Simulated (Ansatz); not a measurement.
**Lattice dynamics at Γ of CsCl (Pm-3m)**

Perturbation theory with PBEsol in Ansatz 0.2.0 on the PBEsol cell, ground state and force constants on a 6×6×6 mesh. Spin-unpolarised throughout; all numbers are computed.

Space group Pm-3m (No. 221), cubic; conventional cell a = 4.071 Å, 33.74 Å³ an atom. Cs has 8 Cl at 3.53 Å; Cl has 8 Cs at 3.53 Å.

```xyz
2
Lattice="4.0711 0.0000 0.0000 0.0000 4.0711 0.0000 0.0000 0.0000 4.0711" Properties=species:S:1:pos:R:3 pbc="T T T"
Cs    0.0000    0.0000    0.0000
Cl    2.0356    2.0356    2.0356
```

Optical modes without the longitudinal term:

| ω (cm⁻¹) | degeneracy | IR intensity, summed over the level ((D/Å)²/amu) |
| --- | --- | --- |
| 92 | 3 | 4.45 |

The optical mode at Γ lies at 92 cm⁻¹ without the longitudinal term. With the long-range field the highest mode reaches 156 cm⁻¹.

The clamped-ion dielectric constant comes out as 2.97 in all directions. With the ions relaxed, ε⁰ is 8.5 in all directions. Born charges, averaged over directions: Cs +1.34, Cl -1.34 e.

With one polar mode in a cubic crystal the Lyddane-Sachs-Teller relation applies: (ω_LO/ω_TO)² = (155.8/92.2)² = 2.853, and ε⁰/ε∞ = 8.482/2.973 = 2.853. The refractive index √ε∞ is 1.72.

For comparison, on the r2SCAN cell the mean ε∞ is 2.71 with r2SCAN (ground state on 6×6×6; least gap 5.91 eV), 2.83 with PBE (ground state on 6×6×6; least gap 5.23 eV).

Spin-orbit coupling is left out.
